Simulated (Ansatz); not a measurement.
Rigid-band transport of added carriers in SiC, calculated with Ansatz

Space group P6_3mc (No. 186), 4 atoms in the cell of the first input below: a = 3.076 Å, b = 3.076 Å, c = 5.048 Å, α = 90.00°, β = 90.00°, γ = 120.00°.

The structure is a measured one, not always of the ambient phase, with its volume kept and shape and atoms relaxed (pressure -0.1 GPa with this functional, without spin–orbit coupling). Functional: r2SCAN.

Spin–orbit coupling is left out. Kohn–Sham gap between the band edges found on a fine mesh: 2.65 eV.

Band masses are left out, as an edge found on the mesh is not an exact extremum.

The states of the whole zone with their velocity products:

```yaml
crystal:
  lattice:
    - [3.0758759024, 0.0, 0.0]
    - [-1.5379379512, 2.6637866703, 0.0]
    - [0.0, 0.0, 5.0484060488]
  atoms:
    - { symbol: Si, position: [0.3333333333, 0.6666666667, 0.0046040562] }
    - { symbol: Si, position: [0.6666666667, 0.3333333333, 0.5046040562] }
    - { symbol: C, position: [0.3333333333, 0.6666666667, 0.3803959438] }
    - { symbol: C, position: [0.6666666667, 0.3333333333, 0.8803959438] }
basis:
  ecutwfc: 500
  ecutrho_ratio: 4
kpoints:
  mp_grid: { grid: [12, 12, 8] }
hamiltonian:
  xc: r2scan
scf:
  occupations: { method: gaussian, width: 0.05 }
output:
  forces: true
  stress: true
  eigenvalues: true
  states_by_energy: { minimum_broadening: 0.05 }
```

```bash
ansatz run input.yaml --threads 4 --pin off --max-ram 9216MiB --backend cpu --events-out ev --progress --plain --runs-dir out
```

Time: 33 s on 4 threads of Intel(R) Xeon(R) 6975P-C (Granite Rapids), on a shared host, peak memory 0.93 GiB.

From that table, at a constant relaxation time τ with Fermi–Dirac weights and rigid bands:

| T (K) | doping (cm⁻³) | μ − E_F (eV) | σ_xx/τ (10²⁰/Ω m s) | S_xx (μV/K) | Lorenz (10⁻⁸ V²/K²) | ħω_p,xx (eV) |
| --- | --- | --- | --- | --- | --- | --- |
| 600 | n 1e19 | 1.273 | 0.00637 | -316 | 1.88 | 0.177 |
| 600 | p 1e19 | -1.174 | 0.00255 | 474 | 1.95 | 0.112 |
| 600 | n 1e20 | 1.440 | 0.0628 | -138 | 2.06 | 0.555 |
| 600 | p 1e20 | -1.301 | 0.0256 | 279 | 1.99 | 0.354 |
| 600 | n 1e21 | 1.888 | 0.599 | -63 | 2.88 | 1.712 |
| 600 | p 1e21 | -1.497 | 0.259 | 114 | 2.18 | 1.125 |
| 900 | n 1e19 | 1.194 | 0.00628 | -371 | 2.00 | 0.175 |
| 900 | p 1e19 | -1.049 | 0.00257 | 530 | 1.96 | 0.112 |
| 900 | n 1e20 | 1.412 | 0.0621 | -185 | 2.17 | 0.551 |
| 900 | p 1e20 | -1.234 | 0.0258 | 334 | 1.98 | 0.355 |
| 900 | n 1e21 | 1.863 | 0.611 | -99 | 3.06 | 1.729 |
| 900 | p 1e21 | -1.475 | 0.26 | 155 | 2.08 | 1.128 |

**Question.** Which of the dopings listed at 600 K has the largest power factor S²σ/τ along x?

**Answer.** n 1e19: 0.64, p 1e19: 0.57, n 1e20: 1.2, p 1e20: 2, n 1e21: 2.4, p 1e21: 3.4 (10¹¹ W/m K² s), so p 1e21 cm⁻³, if τ is the same for all.

Caveats: a Lorenz number over 3 comes from carriers at unlike energies: both signs excited across the gap, or a second valley or band; crystals with gaps this wide can seldom be doped to such densities with both signs of carrier, so the rows show what the bands would give; melting, decomposition and changes of phase at these temperatures weren't checked; no scattering is computed, and the gap isn't corrected.

At equal carrier density, electrons give the larger σ/τ and holes the larger Seebeck coefficient, in every pair of rows. This fits a carbon 2p-derived valence top that is flatter in the plane and has more states near its edge than the conduction minimum, so the chemical potential enters the band less deeply. The thermopower wins at the two higher densities, but at 1e19 cm⁻³ and 600 K electrons keep a slight lead in power factor. At 900 K the p-type advantage at 1e21 cm⁻³ nearly vanishes, as the electron thermopower grows proportionally faster. The raised Lorenz number of the n 1e21 rows probably reflects higher conduction valleys or bands, since minority holes are negligible across so wide a gap.

The power factor still rises at the highest density for both signs, so no optimum is bracketed. Holes in real SiC are less mobile than electrons by more than these σ/τ ratios imply, which suggests a shorter hole lifetime that could reverse the p-type lead.
